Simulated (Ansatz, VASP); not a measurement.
**TePb (Altaite) in two plane-wave programs**

Wanted: the spread between two codes on one cell, functional and k mesh. The cell is a member of a volume series, scaled by 1.015 from a relaxed one, so a pressure remains.

Program: Ansatz 0.2.0. Level of theory: plane waves, with VASP 6.6.1 beside it; single point at LDA and single point at r2SCAN. Results are calculated unless marked as measured.

**1. The starting structure**

It takes space group Fm-3m (No. 225, cubic). Conventional cell: a = 6.417 Å, b = 6.417 Å, c = 6.417 Å, α = 90.00°, β = 90.00°, γ = 90.00°. Nearest to Pb lie 6 Te at 3.21 Å. Nearest to Te lie 6 Pb at 3.21 Å. Farther neighbours and most contacts between anions are not listed.

**2. VASP: single point, LDA, volume scaled by 1.015**

With cell and atoms fixed, the geometry can't cause a difference; cores, projectors, grids and the points listed under the comparison can.

Lines of VASP's logs that name or quote its potential files are left out, and so is its time.

The input asks for a relaxation, which ended at its first step since no free force or stress exceeded the threshold; so it serves as a single point.

Input file INCAR:

```
SYSTEM = TePb
PREC = Accurate
ENCUT = 500
EDIFF = 1E-06
NELM = 100
ISMEAR = 0
SIGMA = 0.03
LREAL = .FALSE.
ALGO = Normal
GGA = CA
NBANDS = 16
LORBIT = 11
LWAVE = .FALSE.
LCHARG = .FALSE.
KPAR = 4
IBRION = 2
NSW = 30
ISIF = 4
EDIFFG = -0.01
```

Input file POSCAR:

```
TePb
1.0
    0.0000000000      3.2083341925      3.2083341925
    3.2083341925      0.0000000000      3.2083341925
    3.2083341925      3.2083341925      0.0000000000
Pb Te
1 1
Direct
    0.0000000000      0.0000000000      0.0000000000
    0.5000000000      0.5000000000      0.5000000000
```

Input file KPOINTS:

```
Automatic mesh
0
Gamma
6 6 6
0 0 0
```

PAW data sets: Pb_d and Te (LDA family, release 64).

On the command line:

```
> mpirun -np 4 vasp_std
```

Numbers of over 12 decimals in the logs are rounded to 6 here.

The program printed:

```text
[banner, memory and clock lines left out]
running    4 mpi-ranks, on    1 nodes
 distrk:  each k-point on    1 cores,    4 groups
 distr:  one band on    1 cores,    1 groups

 POSCAR found type information on POSCAR PbTe
 POSCAR found :  2 types and       2 ions
 LDA part: xc-table for (Slater(with rela. corr.)+CA(PZ))
 , standard interpolation
 POSCAR, INCAR and KPOINTS ok, starting setup
 FFT: planning ... GRIDC
 FFT: planning ... GRID_SOFT
 FFT: planning ... GRID
 WAVECAR not read
 entering main loop
       N       E                     dE             d eps       ncg     rms          rms(c)
DAV:   1     0.147085439503E+03    0.14709E+03   -0.90839E+03   512   0.118E+03
DAV:   2     0.775830949328E-01   -0.14701E+03   -0.14302E+03   576   0.299E+02
DAV:   3    -0.866259507231E+01   -0.87402E+01   -0.87203E+01   632   0.793E+01
DAV:   4    -0.888887774389E+01   -0.22628E+00   -0.22626E+00   752   0.156E+01
DAV:   5    -0.889511933165E+01   -0.62416E-02   -0.62416E-02   672   0.197E+00    0.355E+00
DAV:   6    -0.878219149873E+01    0.11293E+00   -0.25349E-01   760   0.383E+00    0.225E+00
DAV:   7    -0.877445288147E+01    0.77386E-02   -0.66621E-02   664   0.137E+00    0.902E-01
DAV:   8    -0.877381833190E+01    0.63455E-03   -0.72070E-03   664   0.843E-01    0.119E-01
DAV:   9    -0.877376561153E+01    0.52720E-04   -0.82076E-04   784   0.265E-01    0.319E-02
DAV:  10    -0.877376103332E+01    0.45782E-05   -0.53696E-05   664   0.567E-02    0.239E-02
DAV:  11    -0.877376177483E+01   -0.74152E-06   -0.12849E-05   720   0.218E-02    0.837E-03
DAV:  12    -0.877376183964E+01   -0.64806E-07   -0.78847E-07   488   0.877E-03
   1 F= -.87737618E+01 E0= -.87737618E+01  d E =-.877376E+01
 curvature:   0.00 expect dE= 0.000E+00 dE for cont linesearch  0.000E+00
 trial: gam= 0.00000 g(F)=  0.211E-62 g(S)=  0.638E-33 ort = 0.000E+00 (trialstep = 0.100E+01)
 search vector abs. value=  0.100E-09
 reached required accuracy - stopping structural energy minimisation
```

Parts of OUTCAR (step 2):

```text
ion  position               nearest neighbor table
   1  0.000  0.000  0.000-   2 3.21   2 3.21   2 3.21   2 3.21   2 3.21   2 3.21
   2  0.500  0.500  0.500-   1 3.21   1 3.21   1 3.21   1 3.21   1 3.21   1 3.21

  LATTYP: Found a face centered cubic cell.
 ALAT       =     6.4166683850

 Subroutine GETGRP returns: Found 48 space group operations
 (whereof 48 operations were pure point group operations)

The static configuration has the point symmetry O_h .

 Found     16 irreducible k-points:

   k-points           NKPTS =     16   k-points in BZ     NKDIM =     16   number of bands    NBANDS=     16

   dimension x,y,z NGX =    36 NGY =   36 NGZ =   36
   dimension x,y,z NGXF=    72 NGYF=   72 NGZF=   72

   ENCUT  =  500.0 eV  36.75 Ry    6.06 a.u.   8.27  8.27  8.27*2*pi/ulx,y,z

   NELECT =      20.0000    total number of electrons

 k-points in reciprocal lattice and weights: Automatic mesh
   0.00000000  0.00000000  0.00000000       0.005
   0.16666667  0.00000000  0.00000000       0.037
   0.33333333  0.00000000  0.00000000       0.037
   0.50000000  0.00000000  0.00000000       0.019
   0.16666667  0.16666667  0.00000000       0.028
   0.33333333  0.16666667  0.00000000       0.111
   0.50000000  0.16666667  0.00000000       0.111
  -0.33333333  0.16666667  0.00000000       0.111
  -0.16666667  0.16666667  0.00000000       0.056
[...]
-0.33333333  0.33333333  0.16666667       0.111
  -0.33333333  0.50000000  0.16666667       0.056

 average (electrostatic) potential at core
       1 -91.5024       2 -88.9565

 E-fermi :   5.8913

 k-point     1 :       0.0000    0.0000    0.0000
  band No.  band energies     occupation
    ...
      6      -6.5396      2.00000
      7       0.0717      2.00000
      8       4.2669      2.00000
      9       4.2669      2.00000
     10       4.2669      2.00000
     11       9.7040      0.00000
     12       9.7040      0.00000
     13       9.7040      0.00000
     14      11.4254      0.00000
     15      11.4254      0.00000
    ...

 k-point     2 :       0.1667    0.0000    0.0000
  band No.  band energies     occupation
    ...
      6      -6.2960      2.00000
      7      -0.6965      2.00000
      8       4.3426      2.00000
      9       4.3426      2.00000
     10       4.6831      2.00000
     11       8.5092      0.00000
     12       8.7570      0.00000
     13       8.7570      0.00000
     14      11.2472      0.00000
     15      11.9381      0.00000
    ...

 k-point     3 :       0.3333    0.0000    0.0000
  band No.  band energies     occupation
    ...
      6      -5.6281      2.00000
      7      -2.1538      2.00000
      8       4.5700      2.00000
      9       4.5700      2.00000
     10       5.2817      2.00000
     11       7.0520      0.00000
     12       7.4433      0.00000
     13       7.4433      0.00000
     14      12.2077      0.00000
     15      13.3091      0.00000
    ...

  Total       -0.2944074     -0.2944074     -0.2944074      0.0000000     -0.0000000      0.0000000
  in kB       -7.1415170     -7.1415170     -7.1415170      0.0000000     -0.0000000      0.0000000
  external PRESSURE =      -7.1415170 kB  Pullay stress =       0.0000000 kB

  energy-cutoff  :      500.00
  volume of cell :       66.05
      direct lattice vectors                 reciprocal lattice vectors
     0.000000000  3.208334193  3.208334193    -0.155844114  0.155844114  0.155844114
     3.208334193  0.000000000  3.208334193     0.155844114 -0.155844114  0.155844114
     3.208334193  3.208334193  0.000000000     0.155844114  0.155844114 -0.155844114

 POSITION                                       TOTAL-FORCE (eV/Angst)
 -----------------------------------------------------------------------------------
      0.00000      0.00000      0.00000        -0.000000     -0.000000      0.000000
      3.20833      3.20833      3.20833         0.000000      0.000000     -0.000000
 -----------------------------------------------------------------------------------
    total drift:                               -0.000000      0.000000      0.000000

  FREE ENERGIE OF THE ION-ELECTRON SYSTEM (eV)
  ---------------------------------------------------
  free  energy   TOTEN  =        -8.7737618396 eV

  energy  without entropy=       -8.7737618396  energy(sigma->0) =       -8.77376184

 reached required accuracy - stopping structural energy minimisation

 total charge
# of ion       s       p       d       tot
------------------------------------------
    1        1.455   0.609   9.829  11.893
    2        1.384   1.999   0.021   3.404
--------------------------------------------------
tot          2.839   2.608   9.850  15.297

[... 3 further parts left out ...]
```

**3. Ansatz: single point, LDA, volume scaled by 1.015**

Ansatz runs on its default PAW (the set named soft_2) files.

The same cell, functional (in two slightly different forms), mesh and smearing now go to Ansatz, which takes its cutoff from its data sets.

Input file input.yaml:

```yaml
crystal:
  lattice:
    - [0.0, 3.20833419, 3.20833419]
    - [3.20833419, 0.0, 3.20833419]
    - [3.20833419, 3.20833419, 0.0]
  atoms:
    - { symbol: Pb, position: [0.0, 0.0, 0.0] }
    - { symbol: Te, position: [0.5, 0.5, 0.5] }
hamiltonian:
  xc: lda
  pseudopotentials: { kind: paw }
kpoints:
  mp_grid: { grid: [6, 6, 6] }
scf:
  occupations: { method: gaussian, width: 0.03 }
  n_extra_bands: 4
output:
  forces: true
  stress: true
  eigenvalues: true
```

On the command line:

```
> ansatz run input.yaml --threads 2 --pin off --max-ram 4608MiB --backend cpu --events-out ev --progress --plain --runs-dir out
```

The program printed:

```text
scf.n_extra_bands = 4 over 15 filled bands (N_el = 30.0): the run solves 19 bands
Engine: ansatz 0.2.0, aarch64-unknown-linux-gnu
Pseudopotentials: kind: paw
Pseudopotential: Pb, paw, valence charge 14, recommended cutoff 420 eV (normal), Pb.paw.azcp
Pseudopotential: Te, paw, valence charge 16, recommended cutoff 420 eV (normal), Te.paw.azcp
Functional definition: SPW92
  exchange = slater_x
  correlation = pw_c
Crystal: 2 atoms, lattice volume = 66.049 Å³
Basis set: ecut = 420 eV, 1243 PW (Γ)
Bands: 19, of which v1, the nominal top of the filled ones, is band 15 counted from 1 (14 counted from 0)
Symmetry: 48 space group operations
Space group: Fm-3m (ITA 225), of the structure as read, at distance tolerance 4.0e-5 Å
k-points: 16 of 216
Non-local potential: Pb, projectors of the file, l = 0: 2, l = 1: 2, l = 2: 2, l = 3: 2
Non-local potential: Te, projectors of the file, l = 0: 2, l = 1: 2, l = 2: 2, l = 3: 2
PAW form: soft (Blöchl's): semilocal exchange-correlation on the pseudo side does not see the compensation charge
PAW frozen core: Pb, regenerated for the run's functional, and the local potential with it (the file was generated under x = pbe(κ = 0.804, μ = 0.219515), c = pbe(β = 0.066725))
PAW frozen core: Te, regenerated for the run's functional, and the local potential with it (the file was generated under x = pbe(κ = 0.804, μ = 0.219515), c = pbe(β = 0.066725))
PAW one-centre angular grid: Pb, 590 points (default); XC on 64 Gauss nodes
PAW one-centre angular grid: Te, 590 points (default); XC on 64 Gauss nodes
Initial density: superposition of atomic densities (neutral atoms: chi_scale 0, normalization atom), corrected by the library's trained network
Initial wavefunctions: pseudopotential atomic-orbital guess
Functional: x = slater, c = lda
SCF iter   1: F=—  HF=-18430.271894 eV  |F-HF|=—  |Δ(HF+E_count)|=         —  Δρ=4.35e-3  dr2=6.81e-3  ethr=1.77e-3  ⟨swp⟩=6.8  Hψ=1620  notcnv=0
preconditioner: auto → none  [insulator: Δε(μ)=0.596 eV  Ē_g=14.689 eV  σ=0.030 eV  W_gap=1.00  n_scr=14 (ndim 8)  ℏωp=20.4 eV  f_vac=0.013  D(μ)=0.00/eV (n_scr^D=0)  ε∞_Penn≈2.9]
SCF iter   2: F=—  HF=-18430.267481 eV  |F-HF|=—  |Δ(HF+E_count)|=   4.41e-3  Δρ=1.82e-3  dr2=1.01e-3  ethr=2.27e-5  ⟨swp⟩=2.1  Hψ=654  notcnv=0
SCF iter   3: F=—  HF=-18430.267351 eV  |F-HF|=—  |Δ(HF+E_count)|=   1.30e-4  Δρ=4.26e-4  dr2=2.50e-4  ethr=3.37e-6  ⟨swp⟩=2.1  Hψ=471  notcnv=0
SCF iter   4: F=—  HF=-18430.267273 eV  |F-HF|=—  |Δ(HF+E_count)|=   7.77e-5  Δρ=1.43e-4  dr2=9.05e-6  ethr=8.34e-7  ⟨swp⟩=2.8  Hψ=441  notcnv=0
SCF iter   5: F=—  HF=-18430.267268 eV  |F-HF|=—  |Δ(HF+E_count)|=   5.34e-6  Δρ=3.01e-5  dr2=5.63e-7  ethr=3.02e-8  ⟨swp⟩=2.0  Hψ=544  notcnv=0
SCF iter   6: F=-18430.267267 eV  HF=-18430.267267 eV  |F-HF|=1.14e-9  |Δ(HF+E_count)|=   2.94e-7  Δρ=5.60e-6  dr2=1.44e-8  ethr=3.33e-10  ⟨swp⟩=6.5  Hψ=1527  notcnv=0
SCF 1 converged in 6 iterations: F = -18430.267267 eV  dr2 = 1.44e-8
  greatest PAW one-centre occupation: 0.999 electrons in one spin orbital (limit 2), on the Te atom at site 1 (counted from 0), in its partial waves of l = 2
SCF converged after 6 iterations
Free energy (F): -18430.267267 eV
Harris-Foulkes:  -18430.267267 eV  (|F-HF|=1.14e-9)
Internal energy: -18430.267267 eV  (E = F + TS)
E sigma→0 (E₀):  -18430.267267 eV
Fermi energy:    8.989280 eV
--- Per-component energies (eV) ---
  E_band       = -316.950598
  E_kinetic    = 470.518071
  E_local      = -2364.743420  (includes V_loc(G=0)·N_el)
  E_nonlocal   = 49.407152
  E_hartree    = 1241.998193
  E_xc         = -343.660591
  E_vxc        = -239.151971  (∫ρ·V_xc dr)
  E_paw        = -14611.313367  (= ΣΔE_a)
  E_vpaw       = -716.978629  (= ΣTr[D̂ρ^β])
  E_aug_tail   = -0.000168  (compensation charges beyond the density's cutoff)
  E_ewald      = -2873.074086
  E_core_change = 0.600948  (= ΣΔE_core)
  E_smearing   = -0.000000  (= −TS)
  E_closure    = 0.000000  (closes the sum)
  Σ components = -18430.267267   (vs F -18430.267267, Δ=0.00e0)
--- Forces (eV/Å), atoms counted from 1 ---
  atom   1  Pb    -0.00000000     0.00000000    -0.00000000
  atom   2  Te     0.00000000    -0.00000000     0.00000000
  max |Σ_I F_I| component: 2.97e-29 eV/Å
--- Stress (GPa, compression-positive) ---
       -0.790959      -0.000000       0.000000
       -0.000000      -0.790959       0.000000
       -0.000000      -0.000000      -0.790959
  P = ⅓ Tr σ = -0.7910 GPa (-7.910 kbar)
--- Band table (eV; the first three rows and the last of 16) ---
  k-point 0: bands = [... 11 lower, 3.0103, 7.2832, 7.2832, 7.2832, 12.7141, 12.7141, 12.7141, 14.4980]
  k-point 1: bands = [... 11 lower, 2.2566, 7.3591, 7.3591, 7.6875, 11.5169, 11.7752, 11.7752, 14.2960]
  k-point 2: bands = [... 11 lower, 0.8169, 7.5870, 7.5870, 8.2767, 10.0561, 10.4634, 10.4634, 15.2471]
  k-point 15: bands = [... 11 lower, 0.7133, 4.3739, 5.2185, 7.3765, 11.4423, 12.9610, 14.6818, 14.7286]
```

It took 1.5 s on 2 threads of Arm Neoverse N1, shared host; peak memory 0.31 GiB; 2.5 s of CPU time.

The run ends at a pressure of -0.79 GPa.

**4. Side by side**

Known differences besides the potentials themselves: the two LDA forms differ slightly; the data sets hold 30 valence electrons in Ansatz (default PAW (the set named soft_2) files) and 20 in VASP; the cutoff is 420 eV in Ansatz and 500 eV in VASP; VASP's log shows a relativistic correction to its local exchange, Ansatz's none. Total energies have different zeros and are not compared.

The two programs side by side:

```
              quantity  Ansatz   VASP  difference
        pressure (GPa)   -0.79  -0.71       -0.08
gap on the k mesh (eV)   0.607  0.592      +0.015
```

A gap on the mesh is an upper bound, since the band edges may lie between its points; neither run holds spin-orbit coupling, which can move the band edges of a compound of Pb. Ansatz's pressure holds a Pulay correction of 0.03 GPa; VASP's holds none.

**5. Other set-ups**

Further runs change the set-up of one program: Ansatz's method, potentials or start, or VASP's data sets, cutoff or form of LDA. The table gives Ansatz less VASP for each quantity, since a change that brings one quantity closer may part another.

```
                              run  pressure (GPa)  gap on the k mesh (eV)
                         as above          -0.077                   0.015
Ansatz's all-electron LAPW method          -0.062                   0.012
```

**6. VASP: single point, LDA, volume scaled by 0.97**

A single point gives forces, pressure and levels at one fixed geometry, so differences don't come from the geometry; what else differs is listed under the comparison. The cell compared in this pair holds 63.12 Å³, against 66.05 Å³ for the pair before.

The input asks for a relaxation, which ended at its first step since no free force or stress exceeded the threshold; so it serves as a single point.

Changes to INCAR since step 2:

```diff
@@ -3,3 +3,3 @@
 ENCUT = 500
-EDIFF = 1E-06
+EDIFF = 1E-07
 NELM = 100
@@ -16,4 +16,4 @@
 IBRION = 2
-NSW = 30
+NSW = 50
 ISIF = 4
-EDIFFG = -0.01
+EDIFFG = -0.002
```

Input file POSCAR:

```
TePb
1.0
    0.0000000000      3.1602019042      3.1602019042
    3.1602019042      0.0000000000      3.1602019042
    3.1602019042      3.1602019042      0.0000000000
Pb Te
1 1
Direct
    0.0000000000      0.0000000000      0.0000000000
    0.5000000000      0.5000000000      0.5000000000
```

KPOINTS is that of step 2.

On the command line:

```
> mpirun -np 4 vasp_std
```

The program printed:

```text
[... set-up lines as in an earlier step ...]
 entering main loop
       N       E                     dE             d eps       ncg     rms          rms(c)
DAV:   1     0.145274550130E+03    0.14527E+03   -0.90100E+03   512   0.119E+03
DAV:   2     0.758220103250E+00   -0.14452E+03   -0.14128E+03   552   0.299E+02
DAV:   3    -0.862729050543E+01   -0.93855E+01   -0.93133E+01   632   0.820E+01
DAV:   4    -0.886406704420E+01   -0.23678E+00   -0.23673E+00   712   0.159E+01
[...]
DAV:  11    -0.876574639325E+01   -0.23881E-06   -0.19123E-05   696   0.320E-02    0.135E-02
DAV:  12    -0.876574636222E+01    0.31028E-07   -0.12703E-06   632   0.802E-03    0.911E-03
DAV:  13    -0.876574633354E+01    0.28678E-07   -0.49019E-08   424   0.172E-03
   1 F= -.87657463E+01 E0= -.87657463E+01  d E =-.876575E+01
[...]
reached required accuracy - stopping structural energy minimisation
```

From OUTCAR (step 6):

```text
  Total        0.6300226      0.6300226      0.6300226     -0.0000000      0.0000000      0.0000000
  in kB       15.9916104     15.9916104     15.9916104     -0.0000000      0.0000000      0.0000000
  external PRESSURE =      15.9916104 kB  Pullay stress =       0.0000000 kB

 POSITION                                       TOTAL-FORCE (eV/Angst)
 -----------------------------------------------------------------------------------
      0.00000      0.00000      0.00000        -0.000000     -0.000000     -0.000000
      3.16020      3.16020      3.16020         0.000000      0.000000      0.000000
 -----------------------------------------------------------------------------------
    total drift:                               -0.000000      0.000000      0.000000

  FREE ENERGIE OF THE ION-ELECTRON SYSTEM (eV)
  ---------------------------------------------------
  free  energy   TOTEN  =        -8.7657463335 eV

  energy  without entropy=       -8.7657463335  energy(sigma->0) =       -8.76574633

[... 2 parts as in an earlier step ...]

[... 2 further parts left out ...]
[key lines of the parts left out:]
E-fermi :   6.5247
```

**7. Ansatz: single point, LDA, volume scaled by 0.97**

The same cell, functional (in two slightly different forms), mesh and smearing now go to Ansatz, which takes its cutoff from its data sets.

The cell is a member of a volume series, scaled by 0.97 from a relaxed one, so a pressure remains.

input.yaml, the sections that differ from step 3:

```yaml
crystal:
  lattice:
    - [0.0, 3.1602019, 3.1602019]
    - [3.1602019, 0.0, 3.1602019]
    - [3.1602019, 3.1602019, 0.0]
  atoms:
    - { symbol: Pb, position: [0.0, 0.0, 0.0] }
    - { symbol: Te, position: [0.5, 0.5, 0.5] }
# hamiltonian, kpoints, scf, output: as in step 3
```

On the command line:

```
> ansatz run input.yaml --threads 2 --pin off --max-ram 4608MiB --backend cpu --events-out ev --progress --plain --runs-dir out
```

The program printed:

```text
[...]
Crystal: 2 atoms, lattice volume = 63.121 Å³
Basis set: ecut = 420 eV, 1243 PW (Γ)
Bands: 19, of which v1, the nominal top of the filled ones, is band 15 counted from 1 (14 counted from 0)
Symmetry: 48 space group operations
[...]
k-points: 16 of 216
[...]
--- Band table (eV; the first three rows and the last of 16) ---
  k-point 0: bands = [... 11 lower, 3.8864, 7.8592, 7.8592, 7.8592, 13.5171, 13.5171, 13.5171, 15.1521]
  k-point 1: bands = [... 11 lower, 3.0122, 7.9401, 7.9401, 8.3520, 12.2690, 12.5153, 12.5153, 14.9393]
  k-point 2: bands = [... 11 lower, 1.4098, 8.1839, 8.1839, 9.0087, 10.7674, 11.1348, 11.1348, 15.9594]
  k-point 15: bands = [... 11 lower, 1.3079, 4.7758, 5.6669, 7.9916, 12.2241, 13.5917, 15.5712, 15.6540]
[key lines of the parts left out:]
SCF converged after 6 iterations
Free energy (F): -18430.261666 eV
Fermi energy:    9.709582 eV
P = ⅓ Tr σ = 1.4998 GPa (14.998 kbar)
```

Run time: 1.5 s. Hardware: 2 threads; peak memory 0.31 GiB.

The run ends at a pressure of 1.50 GPa.

**8. Side by side**

The two programs side by side:

```
              quantity  Ansatz   VASP  difference
        pressure (GPa)    1.50   1.60       -0.10
gap on the k mesh (eV)   0.503  0.486      +0.017
```

A gap on the mesh is an upper bound, since the band edges may lie between its points; neither run holds spin-orbit coupling, which can move the band edges of a compound of Pb. Ansatz's pressure holds a Pulay correction of 0.03 GPa; VASP's holds none.

(Continued in part 2 of 2.)

[Lines on the potential files, build, host, timing and source positions are cut from VASP's logs without a mark.]

[Logs are printed without paths, hosts, clocks, repeated set-up lines and the standing remarks that a program may print on its own settings, such as how far it seeks lower states.]

[Hosts, paths, dates, database ids (printed as entryN), source tags and the programs' standing remarks are cut or masked in the printed files.]
